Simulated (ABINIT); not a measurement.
Wanted: the native input for an ABINIT 10.8.3 (patched build) run.

```
Task                : single point
Functional          : PBEsol
Potentials or basis : JTH PAW PBE v2.0
Cutoff              : 707 eV
k mesh              : 12 × 12 × 7
Occupations         : fermi-dirac, width 0.05 eV
Spin                : collinear spin, ferromagnetic start
Starting moments    : [2.0, 2.0] μB
Fine-grid cutoff    : 1306.15 eV
```

Crystal: Co.

```
Co
1.0
     2.48736    0.00000    0.00000
    -1.24368    2.15412    0.00000
     0.00000    0.00000    4.06329
Co
2
Direct
  0.33333 0.66667 0.74014
  0.66667 0.33333 0.25986
```

These files were run (other wordings do the same):

run.abi

```
# Pseudopotentials
pp_dirpath "./"
pseudos "Co.GGA_PBE-JTH.xml"

# Structure
acell 3*1.0
rprim
     4.7004383835     0.0000000000     0.0000000000
    -2.3502191917     4.0706990490     0.0000000000
     0.0000000000     0.0000000000     7.6785043265
ntypat 1
znucl 27
natom 2
typat 1 1
xred
     0.3333333333     0.6666666667     0.7401390000
     0.6666666667     0.3333333333     0.2598610000

# Plane-wave basis
ecut 26.0
pawecutdg 48.0
pawxcdev 0

# k points
kptopt 1
ngkpt 12 12 7
nshiftk 1
shiftk 0.0 0.0 0.0

# Exchange and correlation
ixc -116133

# Bands and occupations
nband 22
occopt 3
tsmear 0.05 eV

# Spin
nsppol 2
spinat
     0.0000000000     0.0000000000     2.0000000000
     0.0000000000     0.0000000000     2.0000000000

# SCF cycle
nstep 100
tolvrs 1.0e-9

# Output
iomode 3
prtwf 0
prtden 0
prteig 0
prtebands 0
enunit 1
```

Potentials or basis: JTH PAW PBE v2.0.

Launch:

```sh
$ abinit run.abi > log 2>&1
```

Results of the run:

| Property | Result |
| --- | --- |
| Pressure | -8.5 GPa |
| Largest force | 0.461 eV/Å |
| Band gap on the k mesh | none (metal or under the smearing width) |
| Net moment | 3.26 μB per cell |
| Site moments | Co +1.70 μB |
| Valence electrons inside the program's atomic spheres | Co 15.54 (radii [1.1161] Å) |

Caveat: the PAW data sets were made with another functional, which shifts forces and pressure a little.

It took 3.1 min on 1 thread of Arm Neoverse V2, with other jobs on the host, peak memory 0.21 GiB.
